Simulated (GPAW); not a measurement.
# BAs (F-43m) in GPAW: further runs

The runs below take BAs through relaxation of cell and atoms, single point, with BLYP+D3(BJ), BLYP+D4, PBE, RPBE.

All numbers are computed with GPAW 26.7.0; they aren't measurements. Logs are shortened: lines on timing, memory, paths and dates and some standing lists are left out, and cuts for length are marked. The log counts tension as positive stress, the text compression.

**1. The structure**

It takes space group F-43m (No. 216, cubic). The conventional cell has a = 4.777 Å, b = 4.777 Å, c = 4.777 Å, α = 90.00°, β = 90.00°, γ = 90.00°. Around As (site symmetry -43m) lie 4 B at 2.07 Å. B (site symmetry -43m) is surrounded by 4 As at 2.07 Å.

**2. Relaxation of cell and atoms, BLYP+D3(BJ)**

Input file run.py:

```python
from ase.calculators.mixing import SumCalculator
from ase.filters import FrechetCellFilter
from ase.io import read, write
from ase.optimize import BFGS
from dftd3.ase import DFTD3
from gpaw import GPAW, PW, setup_paths

setup_paths.insert(0, '.')

atoms = read('BAs.xyz')

calc = GPAW(mode=PW(800),
            xc='BLYP',
            kpts={'size': (10, 10, 10), 'gamma': True},
            occupations={'name': 'fermi-dirac', 'width': 0.05},
            nbands=11,
            convergence={'density': 1e-05, 'forces': 0.0001},
            eigensolver='davidson',
            maxiter=150,
            txt='gpaw.txt')
atoms.calc = SumCalculator([calc, DFTD3(method='blyp', damping='d3bj')])
opt = BFGS(FrechetCellFilter(atoms), trajectory='relax.traj', logfile='-')
done = opt.run(fmax=0.02, steps=100)
calc.write('gs.gpw')
write('result.traj', atoms)
print('Converged:', done)
print('Cell:', atoms.cell.cellpar().round(4))
print('Volume:', round(atoms.get_volume(), 4))
print(atoms.get_scaled_positions().round(5))
```

Input file BAs.xyz:

```xyz
2
Lattice="0.0000000000 2.3885000000 2.3885000000 2.3885000000 0.0000000000 2.3885000000 2.3885000000 2.3885000000 0.0000000000" Properties=species:S:1:pos:R:3 pbc="T T T"
As     3.5827500000      3.5827500000      3.5827500000
B      0.0000000000      0.0000000000      0.0000000000
```

Potentials or basis: PAW data sets generated in the run's folder for this functional, pw.

The run is started by

```
gpaw-setup -f BLYP As B
OMP_NUM_THREADS=1 python run.py
```

gpaw.txt:

```text
__  _  _
 | _ |_)|_||  |
 |__||  | ||/\| - 26.7.0

Input parameters:
  mode=PW(ecut=800.0),
  convergence={'density': 1e-05, 'forces': 0.0001},
  eigensolver=Davidson(niter=2),
  kpts=MonkhorstPack(size=(10, 10, 10), gamma=True),
  maxiter=150,
  nbands=11,
  occupations=Occupations(name='fermi-dirac', width=0.05),
  xc=XC(name='BLYP')

Diagonalizing LCAO Hamiltonian
Converting LCAO to pw mode

                   As

       B

Atoms  # Å, Bohr magnetons
|   | symbol |        x |        y |        z |    initial magnetic moments |
|---|--------|----------|----------|----------|-----------------------------|
| 0 |     As | 3.582750 | 3.582750 | 3.582750 | ( 0.0000,  0.0000,  0.0000) |
| 1 |      B | 0.000000 | 0.000000 | 0.000000 | ( 0.0000,  0.0000,  0.0000) |

Unit cell  # Å
| periodic |        x |        y |        z |  lengths |    angles |
|----------|----------|----------|----------|----------|-----------|
|      yes | 0.000000 | 2.388500 | 2.388500 | 3.377849 | 60.000000 |
|      yes | 2.388500 | 0.000000 | 2.388500 | 3.377849 | 60.000000 |
|      yes | 2.388500 | 2.388500 | 0.000000 | 3.377849 | 60.000000 |

Number of symmetries: 24
Symmetry operations  # r_c * U_cc + t_c -> r_c
|    | kind |            matrix            |
|----|------|------------------------------|
|  0 |  E   |  1, 0, 0,  0, 1, 0,  0, 0, 1 |
|  1 |  σ   |  1, 0, 0,  0, 0, 1,  0, 1, 0 |
|  2 |  σ   |  1, 0,-1,  0, 1,-1,  0, 0,-1 |
|  3 |  C3  |  1, 0,-1,  0, 0,-1,  0, 1,-1 |
|  4 |  C3  |  1,-1, 0,  0,-1, 1,  0,-1, 0 |
|  5 |  σ   |  1,-1, 0,  0,-1, 0,  0,-1, 1 |
|  6 |  σ   |  0, 1, 0,  1, 0, 0,  0, 0, 1 |
|  7 |  C3  |  0, 1, 0,  0, 0, 1,  1, 0, 0 |
|  8 |  C2  |  0, 1,-1,  1, 0,-1,  0, 0,-1 |
|  9 |  S4  |  0, 1,-1,  0, 0,-1,  1, 0,-1 |
| 10 |  C3  |  0, 0, 1,  1, 0, 0,  0, 1, 0 |
| 11 |  σ   |  0, 0, 1,  0, 1, 0,  1, 0, 0 |
| 12 |  S4  |  0, 0,-1,  1, 0,-1,  0, 1,-1 |
| 13 |  C3  |  0, 0,-1,  0, 1,-1,  1, 0,-1 |
| 14 |  S4  |  0,-1, 1,  1,-1, 0,  0,-1, 0 |
| 15 |  C2  |  0,-1, 1,  0,-1, 0,  1,-1, 0 |
| 16 |  C3  |  0,-1, 0,  1,-1, 0,  0,-1, 1 |
| 17 |  S4  |  0,-1, 0,  0,-1, 1,  1,-1, 0 |
| 18 |  S4  | -1, 1, 0, -1, 0, 1, -1, 0, 0 |
| 19 |  C3  | -1, 1, 0, -1, 0, 0, -1, 0, 1 |
| 20 |  C3  | -1, 0, 1, -1, 1, 0, -1, 0, 0 |
| 21 |  S4  | -1, 0, 1, -1, 0, 0, -1, 1, 0 |
[... 124 lines left out ...]
xc functional:
  name: BLYP with 2 nearest neighbor stencil

convergence criteria:
- Maximum integral of absolute [dens]ity change: 1e-05 electrons / valence electron
- Maximum change in the atomic [forces] across last 2 cycles: 0.0001 eV/Ang OR
Maximum error relative to the maximum force is below inf
- Maximum [total energy] change in last 3 cyles: 0.0005 eV / valence electron
- Maximum integral of absolute [eigenst]ate change: 4e-08 eV^2 / valence electron
maximum number of iterations: 150

SCF iterations
|iter     | |      energy | eigst |  dens |force |
|---------|-|-------------|-------|-------|------|
|iter:   1| |  -10.532745 | -0.14 |       |      |
|iter:   2| |  -10.406042 | -2.02 | -0.70 |      |
|iter:   3| |   -9.895674 | -1.62 | -0.74 |      |
|iter:   4| |   -9.896248 | -3.05 | -1.45 |      |
|iter:   5| |   -9.897183c| -3.90 | -1.88 |      |
|iter:   6| |   -9.897211c| -5.21 | -2.55 |      |
|iter:   7| |   -9.897211c| -6.62 | -3.66 |      |
|iter:   8| |   -9.897212c| -7.77c| -4.23 |      |
|iter:   9| |   -9.897212c| -9.02c| -5.23c|      |
|iter:  10| |   -9.897212c|-10.16c| -5.85c|-15.51c|

Converged in 10 steps
Energy contributions relative to reference atoms: (reference = -62184.874642)

Energy contributions:
  Kinetic:          24.653326
  Coulomb:         -21.750078
  Zero:              0.010494
  External:          0.000000
  Xc:              -12.810954
  Entropy:          -0.000000
  Spinorbit:         0.000000
  ----------------------------
  Free energy:      -9.897212
  Extrapolated:     -9.897212

dipole moment: (-3.290851, -3.290851, -3.290851)  # |e|*Ang
[... 17 lines left out ...]
Gap: 1.412 eV
Transition (v -> c):
  (s=0, k=0, n=3, [0.00, 0.00, 0.00]) -> (s=0, k=24, n=4, [0.40, 0.40, 0.00])
Direct/indirect transitions are different
Direct gap: 3.386 eV
Transition at: (s=0, k=0, n=3, [0.00, 0.00, 0.00])

Stress tensor  # eV/Ang^3
|         x |         y |         z |
|-----------|-----------|-----------|
| -0.051229 |  0.000000 |  0.000000 |
|  0.000000 | -0.051229 |  0.000000 |
|  0.000000 |  0.000000 | -0.051229 |

Forces  # eV/Ang
|        x |        y |        z |
|----------|----------|----------|
| -0.00000 |  0.00000 | -0.00000 |  # As   0
|  0.00000 | -0.00000 |  0.00000 |  # B    1

Interpolating wave functions to new cell

                   As

       B

Atoms  # Å, Bohr magnetons
|   | symbol |         x |        y |        z |    initial magnetic moments |
|---|--------|-----------|----------|----------|-----------------------------|
| 0 |     As |  3.582052 | 3.582052 | 3.582052 | ( 0.0000,  0.0000,  0.0000) |
| 1 |      B | -0.000000 | 0.000000 | 0.000000 | ( 0.0000,  0.0000,  0.0000) |

Unit cell  # Å
| periodic |         x |         y |         z |  lengths |    angles |
|----------|-----------|-----------|-----------|----------|-----------|
|      yes | -0.000000 |  2.388035 |  2.388035 | 3.377191 | 60.000000 |
|      yes |  2.388035 | -0.000000 |  2.388035 | 3.377191 | 60.000000 |
|      yes |  2.388035 |  2.388035 | -0.000000 | 3.377191 | 60.000000 |

Number of symmetries: 24
Symmetry operations  # r_c * U_cc + t_c -> r_c
|    | kind |            matrix            |
|----|------|------------------------------|
|  0 |  E   |  1, 0, 0,  0, 1, 0,  0, 0, 1 |
|  1 |  σ   |  1, 0, 0,  0, 0, 1,  0, 1, 0 |
|  2 |  σ   |  1, 0,-1,  0, 1,-1,  0, 0,-1 |
|  3 |  C3  |  1, 0,-1,  0, 0,-1,  0, 1,-1 |
|  4 |  C3  |  1,-1, 0,  0,-1, 1,  0,-1, 0 |
|  5 |  σ   |  1,-1, 0,  0,-1, 0,  0,-1, 1 |
|  6 |  σ   |  0, 1, 0,  1, 0, 0,  0, 0, 1 |
|  7 |  C3  |  0, 1, 0,  0, 0, 1,  1, 0, 0 |
|  8 |  C2  |  0, 1,-1,  1, 0,-1,  0, 0,-1 |
|  9 |  S4  |  0, 1,-1,  0, 0,-1,  1, 0,-1 |
| 10 |  C3  |  0, 0, 1,  1, 0, 0,  0, 1, 0 |
| 11 |  σ   |  0, 0, 1,  0, 1, 0,  1, 0, 0 |
| 12 |  S4  |  0, 0,-1,  1, 0,-1,  0, 1,-1 |
| 13 |  C3  |  0, 0,-1,  0, 1,-1,  1, 0,-1 |
| 14 |  S4  |  0,-1, 1,  1,-1, 0,  0,-1, 0 |
| 15 |  C2  |  0,-1, 1,  0,-1, 0,  1,-1, 0 |
| 16 |  C3  |  0,-1, 0,  1,-1, 0,  0,-1, 1 |
| 17 |  S4  |  0,-1, 0,  0,-1, 1,  1,-1, 0 |
| 18 |  S4  | -1, 1, 0, -1, 0, 1, -1, 0, 0 |
| 19 |  C3  | -1, 1, 0, -1, 0, 0, -1, 0, 1 |
| 20 |  C3  | -1, 0, 1, -1, 1, 0, -1, 0, 0 |
| 21 |  S4  | -1, 0, 1, -1, 0, 0, -1, 1, 0 |
[... 124 lines left out ...]
xc functional:
  name: BLYP with 2 nearest neighbor stencil

convergence criteria:
- Maximum integral of absolute [dens]ity change: 1e-05 electrons / valence electron
- Maximum change in the atomic [forces] across last 2 cycles: 0.0001 eV/Ang OR
Maximum error relative to the maximum force is below inf
- Maximum [total energy] change in last 3 cyles: 0.0005 eV / valence electron
- Maximum integral of absolute [eigenst]ate change: 4e-08 eV^2 / valence electron
maximum number of iterations: 150

SCF iterations
|iter     | |      energy | eigst |  dens |force |
|---------|-|-------------|-------|-------|------|
|iter:   1| |   -9.896390 |       |       |      |
|iter:   2| |   -9.896389 | -7.46c| -3.44 |      |
|iter:   3| |   -9.896385c| -6.86 | -3.47 |      |
|iter:   4| |   -9.896385c| -8.10c| -4.33 |      |
|iter:   5| |   -9.896385c| -8.89c| -4.76 |      |
|iter:   6| |   -9.896385c| -9.54c| -5.16c|      |
|iter:   7| |   -9.896385c|-11.17c| -6.17c|-15.84c|

Converged in 7 steps
Energy contributions relative to reference atoms: (reference = -62184.874642)

Energy contributions:
  Kinetic:          24.718047
  Coulomb:         -21.802249
  Zero:              0.010458
  External:          0.000000
  Xc:              -12.822641
  Entropy:          -0.000000
  Spinorbit:         0.000000
  ----------------------------
  Free energy:      -9.896385
  Extrapolated:     -9.896385

dipole moment: (-3.288944, -3.288944, -3.288944)  # |e|*Ang
[... 17 lines left out ...]
Gap: 1.411 eV
Transition (v -> c):
  (s=0, k=0, n=3, [0.00, 0.00, 0.00]) -> (s=0, k=24, n=4, [0.40, 0.40, 0.00])
Direct/indirect transitions are different
Direct gap: 3.387 eV
Transition at: (s=0, k=0, n=3, [0.00, 0.00, 0.00])

Stress tensor  # eV/Ang^3
|         x |         y |         z |
|-----------|-----------|-----------|
| -0.051783 | -0.000000 |  0.000000 |
| -0.000000 | -0.051783 |  0.000000 |
|  0.000000 |  0.000000 | -0.051783 |

Forces  # eV/Ang
|        x |       y |       z |
|----------|---------|---------|
|  0.00000 | 0.00000 | 0.00000 |  # As   0
| -0.00000 | 0.00000 | 0.00000 |  # B    1

Interpolating wave functions to new cell

                   As

       B

Atoms  # Å, Bohr magnetons
|   | symbol |         x |         y |        z |    initial magnetic moments |
|---|--------|-----------|-----------|----------|-----------------------------|
| 0 |     As |  3.579909 |  3.579909 | 3.579909 | ( 0.0000,  0.0000,  0.0000) |
| 1 |      B | -0.000000 | -0.000000 | 0.000000 | ( 0.0000,  0.0000,  0.0000) |

Unit cell  # Å
| periodic |         x |         y |         z |  lengths |    angles |
|----------|-----------|-----------|-----------|----------|-----------|
|      yes | -0.000000 |  2.386606 |  2.386606 | 3.375170 | 60.000000 |
|      yes |  2.386606 | -0.000000 |  2.386606 | 3.375170 | 60.000000 |
|      yes |  2.386606 |  2.386606 | -0.000000 | 3.375170 | 60.000000 |

Number of symmetries: 24
Symmetry operations  # r_c * U_cc + t_c -> r_c
|    | kind |            matrix            |
|----|------|------------------------------|
|  0 |  E   |  1, 0, 0,  0, 1, 0,  0, 0, 1 |
|  1 |  σ   |  1, 0, 0,  0, 0, 1,  0, 1, 0 |
|  2 |  σ   |  1, 0,-1,  0, 1,-1,  0, 0,-1 |
|  3 |  C3  |  1, 0,-1,  0, 0,-1,  0, 1,-1 |
|  4 |  C3  |  1,-1, 0,  0,-1, 1,  0,-1, 0 |
|  5 |  σ   |  1,-1, 0,  0,-1, 0,  0,-1, 1 |
|  6 |  σ   |  0, 1, 0,  1, 0, 0,  0, 0, 1 |
|  7 |  C3  |  0, 1, 0,  0, 0, 1,  1, 0, 0 |
|  8 |  C2  |  0, 1,-1,  1, 0,-1,  0, 0,-1 |
|  9 |  S4  |  0, 1,-1,  0, 0,-1,  1, 0,-1 |
| 10 |  C3  |  0, 0, 1,  1, 0, 0,  0, 1, 0 |
| 11 |  σ   |  0, 0, 1,  0, 1, 0,  1, 0, 0 |
| 12 |  S4  |  0, 0,-1,  1, 0,-1,  0, 1,-1 |
| 13 |  C3  |  0, 0,-1,  0, 1,-1,  1, 0,-1 |
| 14 |  S4  |  0,-1, 1,  1,-1, 0,  0,-1, 0 |
| 15 |  C2  |  0,-1, 1,  0,-1, 0,  1,-1, 0 |
| 16 |  C3  |  0,-1, 0,  1,-1, 0,  0,-1, 1 |
| 17 |  S4  |  0,-1, 0,  0,-1, 1,  1,-1, 0 |
| 18 |  S4  | -1, 1, 0, -1, 0, 1, -1, 0, 0 |
| 19 |  C3  | -1, 1, 0, -1, 0, 0, -1, 0, 1 |
| 20 |  C3  | -1, 0, 1, -1, 1, 0, -1, 0, 0 |
| 21 |  S4  | -1, 0, 1, -1, 0, 0, -1, 1, 0 |
[... 124 lines left out ...]
xc functional:
  name: BLYP with 2 nearest neighbor stencil

convergence criteria:
- Maximum integral of absolute [dens]ity change: 1e-05 electrons / valence electron
- Maximum change in the atomic [forces] across last 2 cycles: 0.0001 eV/Ang OR
Maximum error relative to the maximum force is below inf
- Maximum [total energy] change in last 3 cyles: 0.0005 eV / valence electron
- Maximum integral of absolute [eigenst]ate change: 4e-08 eV^2 / valence electron
maximum number of iterations: 150

SCF iterations
|iter     | |      energy | eigst |  dens |force |
|---------|-|-------------|-------|-------|------|
|iter:   1| |   -9.893824 |       |       |      |
|iter:   2| |   -9.893817 | -6.49 | -2.95 |      |
|iter:   3| |   -9.893774c| -5.88 | -2.98 |      |
|iter:   4| |   -9.893772c| -7.12 | -3.84 |      |
|iter:   5| |   -9.893772c| -7.91c| -4.27 |      |
|iter:   6| |   -9.893772c| -8.56c| -4.67 |      |
|iter:   7| |   -9.893772c|-10.19c| -5.69c|      |
|iter:   8| |   -9.893772c|-11.61c| -6.07c|-15.72c|

Converged in 8 steps
Energy contributions relative to reference atoms: (reference = -62184.874642)

Energy contributions:
  Kinetic:          24.916062
  Coulomb:         -21.961713
  Zero:              0.010426
  External:          0.000000
  Xc:              -12.858548
  Entropy:          -0.000000
  Spinorbit:         0.000000
  ----------------------------
  Free energy:      -9.893772
  Extrapolated:     -9.893772

dipole moment: (-3.283081, -3.283081, -3.283081)  # |e|*Ang
[... 17 lines left out ...]
Gap: 1.410 eV
Transition (v -> c):
  (s=0, k=0, n=3, [0.00, 0.00, 0.00]) -> (s=0, k=24, n=4, [0.40, 0.40, 0.00])
Direct/indirect transitions are different
Direct gap: 3.390 eV
Transition at: (s=0, k=0, n=3, [0.00, 0.00, 0.00])

Stress tensor  # eV/Ang^3
|         x |         y |         z |
|-----------|-----------|-----------|
| -0.053492 | -0.000000 | -0.000000 |
| -0.000000 | -0.053492 | -0.000000 |
| -0.000000 | -0.000000 | -0.053492 |

Forces  # eV/Ang
|        x |        y |       z |
|----------|----------|---------|
| -0.00000 |  0.00000 | 0.00000 |  # As   0
|  0.00000 | -0.00000 | 0.00000 |  # B    1

# Writing to gs.gpw (mode='')
```

It took 19 s on 1 thread of Intel Xeon 6975P-C (Granite Rapids), shared host; peak memory 0.21 GiB.

Results:

- Free energy: -11.3452 eV
- Relaxed volume: 13.59 Å³/atom
- Relaxed cell: a = 3.375 Å, b = 3.375 Å, c = 3.375 Å, α = 60.00°, β = 60.00°, γ = 60.00°
- Space group after relaxing (to 0.05 Å): F-43m (No. 216)
- Energy gained by relaxing: 0.0 meV/atom
- Ionic steps: 3
- Pressure after relaxing: 0.0 GPa
- Band gap on the k mesh: 1.41 eV, indirect (least direct gap 3.39 eV)
- Dispersion energy per atom: -0.726 eV

Final structure:
```yaml
crystal:
  lattice:
    - [0.00000, 2.38661, 2.38661]
    - [2.38661, 0.00000, 2.38661]
    - [2.38661, 2.38661, 0.00000]
  atoms:
    - { symbol: As, position: [0.75000, 0.75000, 0.75000] }
    - { symbol: B, position: [0.00000, 0.00000, 0.00000] }
```

Caveat: later steps reuse the first step's grids. A k mesh can miss the band edges.

**3. Relaxation of cell and atoms, BLYP+D4**

run.py: that of step 2 with these lines changed.

```diff
@@ -4,3 +4,3 @@
 from ase.optimize import BFGS
-from dftd3.ase import DFTD3
+from dftd4.ase import DFTD4
 from gpaw import GPAW, PW, setup_paths
@@ -9,3 +9,3 @@
 
-atoms = read('BAs.xyz')
+atoms = read('POSCAR')
 
@@ -20,5 +20,5 @@
             txt='gpaw.txt')
-atoms.calc = SumCalculator([calc, DFTD3(method='blyp', damping='d3bj')])
+atoms.calc = SumCalculator([calc, DFTD4(method='blyp')])
 opt = BFGS(FrechetCellFilter(atoms), trajectory='relax.traj', logfile='-')
-done = opt.run(fmax=0.02, steps=100)
+done = opt.run(fmax=0.02, steps=60)
 calc.write('gs.gpw')
```

Input file POSCAR:

```
BAs
1.0
    0.0000000000      2.3885000000      2.3885000000
    2.3885000000      0.0000000000      2.3885000000
    2.3885000000      2.3885000000      0.0000000000
As B
1 1
Direct
    0.7500000000      0.7500000000      0.7500000000
    0.0000000000      0.0000000000      0.0000000000
```

Potentials or basis: PAW data sets generated in the run's folder for this functional, pw.

The run is started by

```
gpaw-setup -f BLYP As B
OMP_NUM_THREADS=1 python run.py
```

It took 38 s on 1 thread of Intel Xeon 6975P-C (Granite Rapids), shared host; peak memory 0.28 GiB.

It converged, with:

* Free energy: -11.3515 eV
* Relaxed volume: 13.55 Å³/atom
* Relaxed cell: a = 3.372 Å, b = 3.372 Å, c = 3.372 Å, α = 60.00°, β = 60.00°, γ = 60.00°
* Space group after relaxing (to 0.05 Å): F-43m (No. 216)
* Energy gained by relaxing: 0.1 meV/atom
* Ionic steps: 3
* Pressure after relaxing: 0.0 GPa
* Band gap on the k mesh: 1.41 eV, indirect (least direct gap 3.39 eV)
* Dispersion energy per atom: -0.731 eV

The path:
```tsv
step	energy change (eV)	largest force (eV/Å)	pressure (GPa)	volume (Å³)
1	0.0000	0.0000	-0.72	27.25
2	-0.0001	0.0000	-0.55	27.22
3	-0.0002	0.0000	0.00	27.11
```

Final structure:
```cif
data_structure
_symmetry_space_group_name_H-M 'P 1'
_symmetry_Int_Tables_number 1
_cell_length_a 3.3718
_cell_length_b 3.3718
_cell_length_c 3.3718
_cell_angle_alpha 60.000
_cell_angle_beta 60.000
_cell_angle_gamma 60.000
_cell_volume 27.11
loop_
_atom_site_label
_atom_site_type_symbol
_atom_site_fract_x
_atom_site_fract_y
_atom_site_fract_z
_atom_site_occupancy
As1 As 0.75000 0.75000 0.75000 1
B1 B 0.00000 0.00000 0.00000 1
```

Levels at points of the mesh, in eV from the valence-band top:
```csv
k point,band 1,band 2,band 3,band 4,band 5,band 6,band 7
"(0.00, 0.00, 0.00)",-15.35,0.00,0.00,0.00,3.39,3.39,3.39
"(0.50, 0.00, 0.00)",-12.53,-8.67,-1.80,-1.80,2.82,4.95,4.95
"(0.50, 0.50, 0.00)",-11.24,-8.44,-4.02,-4.02,1.68,1.69,11.40
"(0.50, 0.50, 0.50)",-12.53,-8.67,-1.80,-1.80,2.82,4.95,4.95
```

Caveat: later steps reuse the first step's grids.

(Continued in part 2 of 2.)
